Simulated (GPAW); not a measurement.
A calculation with GPAW 26.7.0 of Ge (ASE script, structure typed inline):

File run.py:

```python
from ase import Atoms
from ase.dft.bandgap import bandgap
from ase.io import write
from ase.units import GPa
from gpaw import GPAW, PW

atoms = Atoms(['Ge', 'Ge'],
              cell=[[0.0, 2.82891, 2.82891],
                    [2.82891, 0.0, 2.82891],
                    [2.82891, 2.82891, 0.0]],
              scaled_positions=[[0.75, 0.75, 0.75],
                                [0.5, 0.5, 0.5]],
              pbc=True)

calc = GPAW(mode=PW(450),
            xc='PBE',
            kpts={'size': (7, 7, 7), 'gamma': True},
            occupations={'name': 'fermi-dirac', 'width': 0.05},
            nbands=11,
            maxiter=120,
            txt='gpaw.txt')
atoms.calc = calc
energy = atoms.get_potential_energy()
forces = atoms.get_forces()
stress = atoms.get_stress()
calc.write('gs.gpw')
write('result.traj', atoms)
print(f'Energy: {energy:.6f} eV')
print('Forces (eV/A):')
print(forces.round(4))
print('Stress (GPa):', (stress / GPa).round(3))
print('Fermi level:', round(calc.get_fermi_level(), 4), 'eV')
print(f'Gap: {bandgap(calc)[0]:.4f} eV, direct: {bandgap(calc, direct=True)[0]:.4f} eV')
```

Potentials or basis: GPAW PAW data sets (gpaw-data 1.2.1), pw.

The run is started by

```sh
$ OMP_NUM_THREADS=1 python run.py
```

**Question.** Write the same calculation in another form: ASE script, Cartesian positions.

**Answer.** As run:

run.py

```python
from ase.dft.bandgap import bandgap
from ase.io import read, write
from ase.units import GPa
from gpaw import GPAW, PW

atoms = read('Ge.xyz')

calc = GPAW(mode=PW(450),
            xc='PBE',
            kpts={'size': (7, 7, 7), 'gamma': True},
            occupations={'name': 'fermi-dirac', 'width': 0.05},
            nbands=11,
            maxiter=120,
            txt='gpaw.txt')
atoms.calc = calc
energy = atoms.get_potential_energy()
forces = atoms.get_forces()
stress = atoms.get_stress()
calc.write('gs.gpw')
write('result.traj', atoms)
print(f'Energy: {energy:.6f} eV')
print('Forces (eV/A):')
print(forces.round(4))
print('Stress (GPa):', (stress / GPa).round(3))
print('Fermi level:', round(calc.get_fermi_level(), 4), 'eV')
print(f'Gap: {bandgap(calc)[0]:.4f} eV, direct: {bandgap(calc, direct=True)[0]:.4f} eV')
```

Contents of Ge.xyz:

```xyz
2
Lattice="0.0000000000 2.8289100000 2.8289100000 2.8289100000 0.0000000000 2.8289100000 2.8289100000 2.8289100000 0.0000000000" Properties=species:S:1:pos:R:3 pbc="T T T"
Ge     4.2433650000      4.2433650000      4.2433650000
Ge     2.8289100000      2.8289100000      2.8289100000
```

Potentials or basis: GPAW PAW data sets (gpaw-data 1.2.1), pw.

The run is started by

```console
$ OMP_NUM_THREADS=1 python run.py
```

Both were run:

|  | ASE script, structure typed inline | ASE script, Cartesian positions |
| --- | --- | --- |
| Pressure | 3.9 GPa | 3.9 GPa |
| Band gap on the k mesh | 0.09 eV, direct | 0.09 eV, direct |

Keys that steer only the numerical path or the files written may differ.

Caveat: the cutoff is short for stress and forces, so pressures can be off by a GPa or more; an odd mesh through Γ misses points on the zone boundary, where band edges often lie.
